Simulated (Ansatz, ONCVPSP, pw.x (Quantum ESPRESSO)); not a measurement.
# What a changed setting does to a pw.x run (fcc Li)

Potential: optimised norm-conserving Vanderbilt (ONCV), ONCVPSP 4.0.1, PBE; core none, reference 1s2 2s1; waves: 1s+2s: rc 1.35 bohr, ncon 4, nbas 7, qcut 9.1 1/bohr, 2 projectors; p scattering state at 0.33 Ha: rc 1.74 bohr, ncon 3, nbas 6, qcut 6.6 1/bohr, 2 projectors, debl 0.8 Ha; d scattering state at 0.43 Ha: rc 1.30 bohr, ncon 5, nbas 9, qcut 7.6 1/bohr, 2 projectors, debl 3.3 Ha; local part: polynomial inside 1.00 bohr (lpopt 5, dvloc0 0 Ha); core correction: none.

The reference run (k-mesh 13³, cutoffs 85/340 Ry, Fermi–Dirac 0.01 Ry, mixing_beta 0.4, conv_thr 1e-9, no spin) gives -0.04 GPa at 20.348 Å³/atom, where all-electron LAPW gives -0.05 GPa. This run, with its own iteration cap, changes degauss to 0.02.

```
&control
  calculation='scf', prefix='x', pseudo_dir='./', outdir='./tmp', tstress=.true., disk_io='none'
/
&system
  ibrav=0, nat=1, ntyp=1, ecutwfc=85, ecutrho=340, nbnd=8,
  occupations='smearing', smearing='fd', degauss=0.02
/
&electrons
  conv_thr=1e-09, mixing_beta=0.4, electron_maxstep=70
/
ATOMIC_SPECIES
Li 1.0 Li.UPF
CELL_PARAMETERS angstrom
  0.00000000 2.16685863 2.16685863
  2.16685863 0.00000000 2.16685863
  2.16685863 2.16685863 0.00000000
ATOMIC_POSITIONS crystal
Li 0.0000 0.0000 0.0000
K_POINTS automatic
13 13 13 0 0 0
```

```bash
pw.x < Li.scf.in > Li.scf.out
```

Q: How does the run end?

A: It converges in 5 iterations; the free energy moves by -43.0 meV/atom and the pressure by +0.11 GPa. In a metal, with Fermi–Dirac smearing, F lies below its zero-width value by a term in the square of the width.

```
Message from routine setup:
     using ibrav=0 with symmetry is DISCOURAGED, use correct ibrav instead
     lattice parameter (alat)  =       5.7909  a.u.
     unit-cell volume          =     137.3151 (a.u.)^3
     number of electrons       =         3.00
     number of Kohn-Sham states=            8
     kinetic-energy cutoff     =      85.0000  Ry
     charge density cutoff     =     340.0000  Ry
     scf convergence threshold =      1.0E-09
     Exchange-correlation= PBE
     number of k points=    84  Fermi-Dirac smearing, width (Ry)=  0.0200
     iteration #  1     ecut=    85.00 Ry     beta= 0.40
     total energy              =     -14.48942955 Ry
     estimated scf accuracy    <       0.00031644 Ry
     iteration #  2     ecut=    85.00 Ry     beta= 0.40
     total energy              =     -14.48938931 Ry
     estimated scf accuracy    <       0.00010169 Ry
     iteration #  3     ecut=    85.00 Ry     beta= 0.40
     total energy              =     -14.48939517 Ry
     estimated scf accuracy    <       0.00000094 Ry
     iteration #  4     ecut=    85.00 Ry     beta= 0.40
     total energy              =     -14.48939524 Ry
     estimated scf accuracy    <          6.0E-09 Ry
     iteration #  5     ecut=    85.00 Ry     beta= 0.40
     the Fermi energy is     0.9044 ev
!    total energy              =     -14.48939524 Ry
     estimated scf accuracy    <          4.7E-10 Ry
     smearing contrib. (-TS)   =      -0.00805904 Ry
     The total energy is F=E-TS. E is the sum of the following terms:
     one-electron contribution =      -9.73910887 Ry
     hartree contribution      =       3.67728764 Ry
     xc contribution           =      -3.38092122 Ry
     ewald contribution        =      -5.03859376 Ry
     convergence has been achieved in   5 iterations
          total   stress  (Ry/bohr**3)                   (kbar)     P=        0.71
     Message from routine punch:
     Nothing written, as per user request (disk_io='none')
```

The run took about 9.4 s on one core of a shared host (Intel(R) Xeon(R) 6975P-C, 192 threads, 378 GiB, load 125).
